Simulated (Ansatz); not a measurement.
NaH in Ansatz: the effect of functional

Crystal: NaH.

```
CELL_PARAMETERS angstrom
0.00000 2.47211 2.47211
2.47211 0.00000 2.47211
2.47211 2.47211 0.00000
ATOMIC_POSITIONS crystal
Na 0.00000 0.00000 0.00000
H 0.50000 0.50000 0.50000
```

The cell isn't the ideal one: volume scaled by 1.04.

Alike in all runs:

- Program: Ansatz 0.2.0
- Task: single point
- Potentials or basis: Ansatz PAW
- k mesh: 9 × 9 × 9
- Occupations: fermi-dirac, width 0.05 eV
- Spin: no spin polarisation

```csv
functional,cutoff,gap on the mesh (eV),pressure (GPa)
LDA,420 eV (not typed: the program's choice for these potentials),?,?
PBEsol,420 eV (not typed: the program's choice for these potentials),3.76,-1.9
r2SCAN,500 eV (not typed: the program's choice for these potentials),4.53,-1.9
```

What does the run with functional LDA give?

gap on the mesh 3.60 eV; pressure -3.2 GPa.

Caveats: odd divisions of the mesh miss points on the zone boundary, where band edges often lie, so the gap on the mesh can be too wide; the PAW data sets come from PBE, with cores solved anew for the run's functional, which leaves a small shift of forces and pressure.

A k mesh can miss the band edges.
